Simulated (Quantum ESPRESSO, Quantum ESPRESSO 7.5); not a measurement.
# Ta(100) under a row of overlayers

Wanted: work-function changes of Ta(100) along a row of adsorbates.

Method: plane-wave DFT, PBE, GBRV ultrasoft pseudopotentials, in Quantum ESPRESSO 7.5.

**Measured values to reproduce.**

“Anisotropic work function of elemental crystals” (2019, arxiv:1902.07811) quotes from earlier work for Ta (clean (100) face): work function (clean (100) face) 4.1 eV.

Report form: the programs' logs are mostly left out.

## (1) The structure

The cell holds 5 atoms: 5 Ta. Its edges and angles: a = 3.310 Å, b = 3.310 Å, c = 22.620 Å, α = 90.0°, β = 90.0°, γ = 90.0°. It derives from Ta. Vacuum lies along c.

This is the clean slab. Each overlayer is one atom a surface cell, set on the hollow site and held there by symmetry.

This run has no spin polarisation although its electron count is odd. A spin-polarised state was not tried and may lie lower.

## (2) Relaxing the ions, clean face, with nosym = False

A first try, with the settings that serve most slabs.

Contents of clean.relax.try.in:

```
&control
  prefix = 'clean.relax'
  outdir = './out'
  pseudo_dir = './pseudo'
  nstep = 40
  forc_conv_thr = 0.001
  calculation = 'relax'
/
&system
  ibrav = 0
  nat = 5
  ntyp = 1
  ecutwfc = 40
  ecutrho = 200
  occupations = 'smearing'
  smearing = 'mv'
  degauss = 0.02
/
&electrons
  conv_thr = 1e-07
  mixing_beta = 0.4
  electron_maxstep = 120
  mixing_mode = 'local-TF'
/
&ions
/
ATOMIC_SPECIES
  Ta  180.9479  ta_pbe_v1.uspp.F.UPF
CELL_PARAMETERS angstrom
  3.31000000000000 0.00000000000000 0.00000000000000
  0.00000000000000 3.31000000000000 0.00000000000000
  0.00000000000000 0.00000000000000 22.62000000000000
ATOMIC_POSITIONS crystal
  Ta  0.000000000000 0.000000000000 0.353669319187 0 0 0
  Ta  0.500000000000 0.500000000000 0.426834659593 0 0 0
  Ta  0.000000000000 0.000000000000 0.500000000000 0 0 0
  Ta  0.500000000000 0.500000000000 0.573165340407
  Ta  0.000000000000 0.000000000000 0.646330680813
K_POINTS automatic
  8 8 1 0 0 0
```

Started as:

```console
$ OMP_NUM_THREADS=1 mpirun -n 4 pw.x -nk 4 -in clean.relax.try.in > clean.relax.try.out
```

Run time: 70 s. Hardware: 4 MPI ranks of Arm Neoverse V1, shared host; peak memory 0.87 GiB.

This try failed: “checkallsym (1): some of the original symmetry operations not satisfied”.

The message: “checkallsym (1): some of the original symmetry operations not satisfied”. The slab starts symmetric, and holding atoms on one side alone breaks that symmetry at the first step; without symmetry the check falls away, at the price of more k points.

## (3) Relaxing the ions, clean face

The run is repeated without symmetry.

The upper layers and the overlayer are relaxed in a plain periodic cell; the small field of the images is left in for this step. Atoms flagged 0 0 0 are held.

clean.relax.in, as its differences from the input of step 2:

```diff
@@ -17,2 +17,3 @@
   degauss = 0.02
+  nosym = .true.
 /
```

Started as:

```console
$ OMP_NUM_THREADS=1 mpirun -n 4 pw.x -nk 4 -in clean.relax.in > clean.relax.out
```

Run time: 11 min. Hardware: 4 MPI ranks; peak memory 0.97 GiB.

Step by step:

```tsv
step	energy less that of the first step (eV)	largest force (eV/Å)
1	0.0000	1.4487
2	-0.0694	1.0699
3	-0.1213	0.7275
4	-0.1472	0.2855
5	-0.1493	0.2463
6	-0.1514	0.2186
7	-0.1541	0.1903
8	-0.1573	0.1496
9	-0.1607	0.0851
10	-0.1623	0.0038
11	-0.1623	0.0002
```

The atoms that moved most (Å):

```tsv
atom	dx	dy	dz	length
Ta5	0.000	0.000	-0.182	0.182
Ta4	0.000	0.000	0.038	0.038
```

Final coordinates:

```cif
data_structure
_symmetry_space_group_name_H-M 'P 1'
_symmetry_Int_Tables_number 1
_cell_length_a 3.3100
_cell_length_b 3.3100
_cell_length_c 22.6200
_cell_angle_alpha 90.000
_cell_angle_beta 90.000
_cell_angle_gamma 90.000
_cell_volume 247.83
loop_
_atom_site_label
_atom_site_type_symbol
_atom_site_fract_x
_atom_site_fract_y
_atom_site_fract_z
_atom_site_occupancy
Ta1 Ta 0.00000 0.00000 0.35367 1
Ta2 Ta 0.50000 0.50000 0.42683 1
Ta3 Ta 0.00000 0.00000 0.50000 1
Ta4 Ta 0.50000 0.50000 0.57486 1
Ta5 Ta 0.00000 0.00000 0.63828 1
```

The relaxation lowers the energy by 32 meV an atom. On the free atoms the largest force ends at 0.000 eV/Å.

This step gave:

```
free energy  : -9648.2118 eV
Fermi energy : 4.586 eV
```

## (4) Self-consistent run, clean face

The effective screening medium with bc1 puts vacuum on both sides and removes the images along the normal. The slab must sit about z = 0, symmetry is kept, and the .esm1 file holds the planar potential.

Contents of clean.esm.in:

```
&control
  prefix = 'clean.esm'
  outdir = './out'
  pseudo_dir = './pseudo'
  calculation = 'scf'
  tprnfor = .true.
/
&system
  ibrav = 0
  nat = 5
  ntyp = 1
  ecutwfc = 40
  ecutrho = 200
  occupations = 'smearing'
  smearing = 'mv'
  degauss = 0.02
  assume_isolated = 'esm'
  esm_bc = 'bc1'
/
&electrons
  conv_thr = 1e-07
  mixing_beta = 0.4
  electron_maxstep = 120
  mixing_mode = 'local-TF'
/
ATOMIC_SPECIES
  Ta  180.9479  ta_pbe_v1.uspp.F.UPF
CELL_PARAMETERS angstrom
  3.31000000000000 0.00000000000000 0.00000000000000
  0.00000000000000 3.31000000000000 0.00000000000000
  0.00000000000000 0.00000000000000 22.62000000000000
ATOMIC_POSITIONS crystal
  Ta  0.000000000000 0.000000000000 -0.142306593950
  Ta  0.500000000000 0.500000000000 -0.069141253550
  Ta  0.000000000000 0.000000000000 0.004024086850
  Ta  0.499999990200 0.500000006500 0.078879751450
  Ta  -0.000000013100 0.000000008900 0.142306593950
K_POINTS automatic
  8 8 1 0 0 0
```

Started as:

```console
$ OMP_NUM_THREADS=1 mpirun -n 4 pw.x -nk 4 -in clean.esm.in > clean.esm.out
```

Elapsed: 2.3 min, on 4 MPI ranks; peak memory 0.87 GiB.

Read from the output:

| Property | Result |
| --- | --- |
| free energy | -9648.2117 eV |
| Fermi energy | -3.865 eV |
| vacuum line at the lower end of the cell, over the Fermi level | 3.982 eV |
| vacuum line at the upper end of the cell, over the Fermi level | 3.749 eV |

The potential energy, planar mean oscillates, so the rows of the table below give means over windows of 1 Å about each position, cut where the curve ends. Its maxima inside the range that stand out by 2 % of the span (Å: eV): -1.6: -4.87, 0.1: -4.93, 1.7: -4.95. Its minima: -2.5: -6.15, -0.8: -6.16, 0.9: -5.81, 2.5: -8.03.

Electrostatic potential energy of an electron; zero at the Fermi level. Table of potential energy, planar mean by z; means over each step:

```tsv
z (Å)	potential energy, planar mean (eV)
-11	3.98
-10	3.98
-9	3.98
-8	3.98
-7	3.96
-6	3.83
-5	2.79
-4	-2.55
-3	-5.58
-2	-5.44
-1	-5.68
0	-5.24
1	-5.53
2	-6.06
3	-6.39
4	-2.43
5	2.67
6	3.61
7	3.73
8	3.75
9	3.75
10	3.75
11	3.75
```

The vacuum levels are read from the outermost 0.7 Å of the cell on either side.

The run needed 49 iterations to bring the estimated error under 1e-07 Ry; the largest force on any atom, held or free, is 1.53 eV/Å.

Inside the slab this potential holds the local part of the pseudopotentials, which can be repulsive at the nuclei; only its value in the vacuum has a meaning of its own.

## (5) Projections on atomic orbitals, clean face

Projections on atomic orbitals tell which layers and orbitals hold the states near the zero of energy.

Contents of clean.pdos.in:

```
&projwfc
  prefix = 'clean.esm'
  outdir = './out'
  filpdos = 'clean.pdos'
  Emin = -11.865
  Emax = 0.135
  DeltaE = 0.1
  ngauss = 0
  degauss = 0.01
/
```

Started as:

```console
$ OMP_NUM_THREADS=1 mpirun -n 4 projwfc.x -in clean.pdos.in > clean.pdos.out
```

It took 1.5 s on 4 MPI ranks; peak memory 0.15 GiB; 5.6 s of CPU time.

Numbers from this step:

| Item | Value |
| --- | --- |
| spilling of the projection | 7.00e-4 |

Projected DOS an atom over height of the atomic layer and energy from the Fermi level. Columns are the atomic layers from the bottom up.

Ten even steps from '_' (0.00 states/eV) to '@' (2.55 states/eV), each cell a mean:
```
%%::::::@@
@@--::::##
**--::--++
++------==
**++++==**
##**##****
++++==**++
----..::::
::--::--::
--++--==--
------==--
::------::
..::::::..
__......__
__......__
__________
__________
__________
__________
__________
__________
__________
```
Columns: height of the atomic layer (Å) from -3.22 to 3.22 (not evenly spaced); rows upwards: energy from the Fermi level (eV) from -8.00 to 1.00.

The atomic orbitals miss 0.1 % of the occupied states; for empty states the projections can miss much more.

## (6) Relaxation with pw.x, H overlayer

System of this step: Ta(100), 5 layers, one monolayer of H on hollow sites. The cell holds 6 atoms: 5 Ta and 1 H. Cell: a = 3.310 Å, b = 3.310 Å, c = 25.620 Å, α = 90.0°, β = 90.0°, γ = 90.0°. It derives from Ta. Vacuum lies along c.

Contents of H.relax.in:

```
&control
  prefix = 'H.relax'
  outdir = './out'
  pseudo_dir = './pseudo'
  nstep = 40
  forc_conv_thr = 0.001
  calculation = 'relax'
/
&system
  ibrav = 0
  nat = 6
  ntyp = 2
  ecutwfc = 40
  ecutrho = 200
  occupations = 'smearing'
  smearing = 'mv'
  degauss = 0.02
/
&electrons
  conv_thr = 1e-07
  mixing_beta = 0.4
  electron_maxstep = 120
  mixing_mode = 'local-TF'
/
&ions
/
ATOMIC_SPECIES
  Ta  180.9479  ta_pbe_v1.uspp.F.UPF
  H   1.0080  h_pbe_v1.4.uspp.F.UPF
CELL_PARAMETERS angstrom
  3.31000000000000 0.00000000000000 0.00000000000000
  0.00000000000000 3.31000000000000 0.00000000000000
  0.00000000000000 0.00000000000000 25.62000000000000
ATOMIC_POSITIONS crystal
  Ta  0.000000000000 0.000000000000 0.323965651835 0 0 0
  Ta  0.500000000000 0.500000000000 0.388563622170 0 0 0
  Ta  0.000000000000 0.000000000000 0.453161592506 0 0 0
  Ta  0.500000000000 0.500000000000 0.517759562842
  Ta  0.000000000000 0.000000000000 0.582357533177
  H   0.500000000000 0.500000000000 0.609957329476
K_POINTS automatic
  8 8 1 0 0 0
```

Started as:

```console
$ OMP_NUM_THREADS=1 mpirun -n 4 pw.x -nk 4 -in H.relax.in > H.relax.out
```

Elapsed: 9.3 min, on 4 MPI ranks; peak memory 1 GiB.

The steps of the relaxation:

```tsv
step	energy less that of the first step (eV)	largest force (eV/Å)
1	0.0000	1.8477
2	-0.0920	1.4285
3	-0.1733	0.9020
4	-0.2461	0.6834
5	-0.2608	0.5279
6	-0.2743	0.5661
7	-0.2906	0.5586
8	-0.3105	0.4282
9	-0.3210	0.2858
10	-0.3234	0.3086
11	-0.3269	0.3040
12	-0.3311	0.2717
13	-0.3358	0.2007
14	-0.3394	0.0569
15	-0.3396	0.0207
```

The atoms that moved most (Å):

```tsv
atom	dx	dy	dz	length
H6	0.000	0.000	-0.343	0.343
Ta5	0.000	0.000	-0.174	0.174
Ta4	0.000	0.000	0.043	0.043
```

The relaxation lowers the energy by 57 meV an atom. On the free atoms the largest force ends at 0.021 eV/Å.

Read from the output:

- free energy: -9664.4805 eV
- Fermi energy: 3.746 eV

## (7) Ground state, H overlayer

Contents of H.esm.in:

```
&control
  prefix = 'H.esm'
  outdir = './out'
  pseudo_dir = './pseudo'
  calculation = 'scf'
  tprnfor = .true.
/
&system
  ibrav = 0
  nat = 6
  ntyp = 2
  ecutwfc = 40
  ecutrho = 200
  occupations = 'smearing'
  smearing = 'mv'
  degauss = 0.02
  assume_isolated = 'esm'
  esm_bc = 'bc1'
/
&electrons
  conv_thr = 1e-07
  mixing_beta = 0.4
  electron_maxstep = 120
  mixing_mode = 'local-TF'
/
ATOMIC_SPECIES
  Ta  180.9479  ta_pbe_v1.uspp.F.UPF
  H   1.0080  h_pbe_v1.4.uspp.F.UPF
CELL_PARAMETERS angstrom
  3.31000000000000 0.00000000000000 0.00000000000000
  0.00000000000000 3.31000000000000 0.00000000000000
  0.00000000000000 0.00000000000000 25.62000000000000
ATOMIC_POSITIONS crystal
  Ta  0.000000000000 0.000000000000 -0.136310630200
  Ta  0.500000000000 0.500000000000 -0.071712659800
  Ta  0.000000000000 0.000000000000 -0.007114689500
  Ta  0.500000000000 0.500000000000 0.059167639300
  Ta  0.000000000000 0.000000000000 0.115284434600
  H   0.500000000000 0.500000000000 0.136310630200
K_POINTS automatic
  8 8 1 0 0 0
```

Started as:

```console
$ OMP_NUM_THREADS=1 mpirun -n 4 pw.x -nk 4 -in H.esm.in > H.esm.out
```

Wall time 2 min (4 MPI ranks); peak memory 0.98 GiB.

This step gave:

| Quantity | Value |
| --- | --- |
| free energy | -9664.4802 eV |
| Fermi energy | -3.796 eV |
| vacuum line at the lower end of the cell, over the Fermi level | 3.973 eV |
| vacuum line at the upper end of the cell, over the Fermi level | 3.620 eV |

The potential energy, planar mean oscillates, so the rows of the table below give means over windows of 1.59 Å about each position, cut where the curve ends. Its maxima inside the range that stand out by 2 % of the span (Å: eV): -1.8: -4.83, -0.2: -4.88, 1.4: -5.06, 3.0: -6.25. Its minima: -2.7: -6.12, -1.0: -6.13, 0.7: -5.90, 2.3: -8.16, 3.4: -7.05.

Electrostatic potential energy of an electron; zero at the Fermi level. Table of potential energy, planar mean by z; means over each step:

```tsv
z (Å)	potential energy, planar mean (eV)
-11.96	3.97
-10.37	3.97
-8.78	3.97
-7.19	3.94
-5.60	3.19
-4.01	-3.45
-2.42	-5.49
-0.83	-5.49
0.76	-5.45
2.35	-6.87
3.94	-2.38
5.53	3.30
7.12	3.61
8.71	3.62
10.30	3.62
11.89	3.62
```

The covered face stands at 3.62 eV against 3.75 eV when clean.

Inside the slab this potential holds the local part of the pseudopotentials, which can be repulsive at the nuclei; only its value in the vacuum has a meaning of its own.

## (8) Projected density of states, H overlayer

Contents of H.pdos.in:

```
&projwfc
  prefix = 'H.esm'
  outdir = './out'
  filpdos = 'H.pdos'
  Emin = -11.796
  Emax = 0.204
  DeltaE = 0.1
  ngauss = 0
  degauss = 0.01
/
```

Started as:

```console
$ OMP_NUM_THREADS=1 mpirun -n 4 projwfc.x -in H.pdos.in > H.pdos.out
```

The job ended after 1.6 s (4 MPI ranks; peak memory 0.16 GiB; 6.2 s of CPU time).

Numbers from this step:

| Property | Result |
| --- | --- |
| spilling of the projection | 8.00e-4 |

Projected DOS an atom over height of the atomic layer and energy from the Fermi level. Columns are the atomic layers from the bottom up.

Ten even steps from '_' (0.00 states/eV) to '@' (2.46 states/eV), each cell a mean:
```
@@::::::**__
@@----::@@__
++----::**__
**==--::==__
**++**==++__
##**####**__
++**++**==__
::--::::::__
::--......__
--==--====__
--======--__
..::--==::__
..::::::..__
..........__
__......____
____________
____________
______::----
____________
____________
____________
____________
```
Columns: height of the atomic layer (Å) from -3.49 to 3.49 (not evenly spaced); rows upwards: energy from the Fermi level (eV) from -8.00 to 0.900.

The atomic orbitals miss 0.1 % of the occupied states; for empty states the projections can miss much more.

## (9) Relaxation with pw.x, O overlayer

System of this step: Ta(100), 5 layers, one monolayer of O on hollow sites. The cell holds 6 atoms: 5 Ta and 1 O. Its edges and angles: a = 3.310 Å, b = 3.310 Å, c = 25.620 Å, α = 90.0°, β = 90.0°, γ = 90.0°. It derives from Ta. Vacuum lies along c.

Contents of O.relax.in:

```
&control
  prefix = 'O.relax'
  outdir = './out'
  pseudo_dir = './pseudo'
  nstep = 40
  forc_conv_thr = 0.001
  calculation = 'relax'
/
&system
  ibrav = 0
  nat = 6
  ntyp = 2
  ecutwfc = 40
  ecutrho = 200
  occupations = 'smearing'
  smearing = 'mv'
  degauss = 0.02
/
&electrons
  conv_thr = 1e-07
  mixing_beta = 0.4
  electron_maxstep = 120
  mixing_mode = 'local-TF'
/
&ions
/
ATOMIC_SPECIES
  Ta  180.9479  ta_pbe_v1.uspp.F.UPF
  O   15.9990  o_pbe_v1.2.uspp.F.UPF
CELL_PARAMETERS angstrom
  3.31000000000000 0.00000000000000 0.00000000000000
  0.00000000000000 3.31000000000000 0.00000000000000
  0.00000000000000 0.00000000000000 25.62000000000000
ATOMIC_POSITIONS crystal
  Ta  0.000000000000 0.000000000000 0.323965651835 0 0 0
  Ta  0.500000000000 0.500000000000 0.388563622170 0 0 0
  Ta  0.000000000000 0.000000000000 0.453161592506 0 0 0
  Ta  0.500000000000 0.500000000000 0.517759562842
  Ta  0.000000000000 0.000000000000 0.582357533177
  O   0.500000000000 0.500000000000 0.609957329476
K_POINTS automatic
  8 8 1 0 0 0
```

Started as:

```console
$ OMP_NUM_THREADS=1 mpirun -n 4 pw.x -nk 4 -in O.relax.in > O.relax.out
```

It took 7.8 min on 4 MPI ranks; peak memory 1.1 GiB.

Step by step:

```tsv
step	energy less that of the first step (eV)	largest force (eV/Å)
1	0.0000	0.8642
2	-0.0264	0.6802
3	-0.0454	0.4801
4	-0.0592	0.1959
5	-0.0610	0.0733
6	-0.0613	0.0785
7	-0.0616	0.0763
8	-0.0622	0.0656
9	-0.0628	0.0652
10	-0.0631	0.0401
11	-0.0631	0.0156
```

The atoms that moved most (Å):

```tsv
atom	dx	dy	dz	length
O6	0.000	0.000	-0.112	0.112
Ta5	0.000	0.000	0.039	0.039
Ta4	0.000	0.000	-0.015	0.015
```

Final coordinates:

```xyz
6
Lattice="3.3100 0.0000 0.0000 0.0000 3.3100 0.0000 0.0000 0.0000 25.6200" Properties=species:S:1:pos:R:3
Ta    0.0000    0.0000    8.3000
Ta    1.6550    1.6550    9.9550
Ta    0.0000    0.0000   11.6100
Ta    1.6550    1.6550   13.2496
Ta    0.0000    0.0000   14.9593
O     1.6550    1.6550   15.5149
```

The relaxation lowers the energy by 11 meV an atom. On the free atoms the largest force ends at 0.016 eV/Å.

Numbers from this step:

```
free energy  : -10089.6136 eV
Fermi energy : 4.114 eV
```

## (10) Self-consistent run, O overlayer

Contents of O.esm.in:

```
&control
  prefix = 'O.esm'
  outdir = './out'
  pseudo_dir = './pseudo'
  calculation = 'scf'
  tprnfor = .true.
/
&system
  ibrav = 0
  nat = 6
  ntyp = 2
  ecutwfc = 40
  ecutrho = 200
  occupations = 'smearing'
  smearing = 'mv'
  degauss = 0.02
  assume_isolated = 'esm'
  esm_bc = 'bc1'
/
&electrons
  conv_thr = 1e-07
  mixing_beta = 0.4
  electron_maxstep = 120
  mixing_mode = 'local-TF'
/
ATOMIC_SPECIES
  Ta  180.9479  ta_pbe_v1.uspp.F.UPF
  O   15.9990  o_pbe_v1.2.uspp.F.UPF
CELL_PARAMETERS angstrom
  3.31000000000000 0.00000000000000 0.00000000000000
  0.00000000000000 3.31000000000000 0.00000000000000
  0.00000000000000 0.00000000000000 25.62000000000000
ATOMIC_POSITIONS crystal
  Ta  0.000000000000 0.000000000000 -0.140805690500
  Ta  0.500000000000 0.500000000000 -0.076207720100
  Ta  0.000000000000 0.000000000000 -0.011609749800
  Ta  0.500000000000 0.500000000000 0.052385647500
  Ta  0.000000000000 0.000000000000 0.119119852900
  O   0.500000000000 0.500000000000 0.140805690500
K_POINTS automatic
  8 8 1 0 0 0
```

Started as:

```console
$ OMP_NUM_THREADS=1 mpirun -n 4 pw.x -nk 4 -in O.esm.in > O.esm.out
```

Run time: 2.9 min. Hardware: 4 MPI ranks; peak memory 1.1 GiB; 11 min of CPU time.

This step gave:

* free energy: -10089.6126 eV
* Fermi energy: -3.615 eV
* vacuum line at the lower end of the cell, over the Fermi level: 3.959 eV
* vacuum line at the upper end of the cell, over the Fermi level: 3.271 eV

Electrostatic potential energy of an electron; zero at the Fermi level. Table of potential energy, planar mean by z:

```tsv
z (Å)	potential energy, planar mean (eV)
-12.5	3.96
-12.0	3.96
-11.5	3.96
-11.0	3.96
-10.5	3.96
-10.0	3.96
-9.5	3.96
-9.0	3.96
-8.5	3.96
-8.0	3.96
-7.5	3.95
-7.0	3.92
-6.5	3.86
-6.0	3.68
-5.5	3.17
-5.0	1.78
-4.5	-1.86
-4.0	-5.05
-3.5	-5.40
-3.0	-6.11
-2.5	-5.64
-2.0	-4.87
-1.5	-5.57
-1.0	-5.96
-0.5	-4.87
0.0	-5.05
0.5	-6.16
1.0	-5.44
1.5	-4.89
2.0	-5.64
2.5	-6.63
3.0	-7.93
3.5	-12.6
4.0	-5.00
4.5	1.56
5.0	2.85
5.5	3.15
6.0	3.23
6.5	3.26
7.0	3.27
7.5	3.27
8.0	3.27
8.5	3.27
9.0	3.27
9.5	3.27
10.0	3.27
10.5	3.27
11.0	3.27
11.5	3.27
12.0	3.27
12.5	3.27
```

The covered face stands at 3.27 eV against 3.75 eV when clean.

Inside the slab this potential holds the local part of the pseudopotentials, which can be repulsive at the nuclei; only its value in the vacuum has a meaning of its own.

## (11) Projected density of states, O overlayer

Contents of O.pdos.in:

```
&projwfc
  prefix = 'O.esm'
  outdir = './out'
  filpdos = 'O.pdos'
  Emin = -11.615
  Emax = 0.385
  DeltaE = 0.1
  ngauss = 0
  degauss = 0.01
/
```

Started as:

```console
$ OMP_NUM_THREADS=1 mpirun -n 4 projwfc.x -in O.pdos.in > O.pdos.out
```

Elapsed: 1.8 s, on 4 MPI ranks; peak memory 0.17 GiB; 6.8 s of CPU time.

Read from the output:

| Quantity | Value |
| --- | --- |
| spilling of the projection | 0.001 |

Projected DOS an atom over height of the atomic layer and energy from the Fermi level. Columns are the atomic layers from the bottom up.

Ten even steps from '0' (0.00 states/eV) to '9' (2.79 states/eV), each cell a mean:
```
611160
921130
832230
432340
545420
557420
545330
442330
122430
342210
343210
222200
122100
011000
010001
000004
000129
000139
000002
000124
000012
000000
```
Columns: height of the atomic layer (Å) from -3.61 to 3.61 (not evenly spaced); rows upwards: energy from the Fermi level (eV) from -8.00 to 1.20.

The atomic orbitals miss 0.1 % of the occupied states; for empty states the projections can miss much more.

(Part 1 of 2 ends here.)

[Logs are printed without paths, hosts, clocks, repeated set-up lines and the standing remarks that a program may print on its own settings, such as how far it seeks lower states.]

[Hosts, paths, dates, database ids (printed as entryN), source tags and the programs' standing remarks are cut or masked in the printed files.]

[Maps of the electrostatic potential energy from Ansatz leave out the sawtooth potential of an applied field or a dipole correction, so their vacuum need not be flat; planar profiles and work functions include it.]
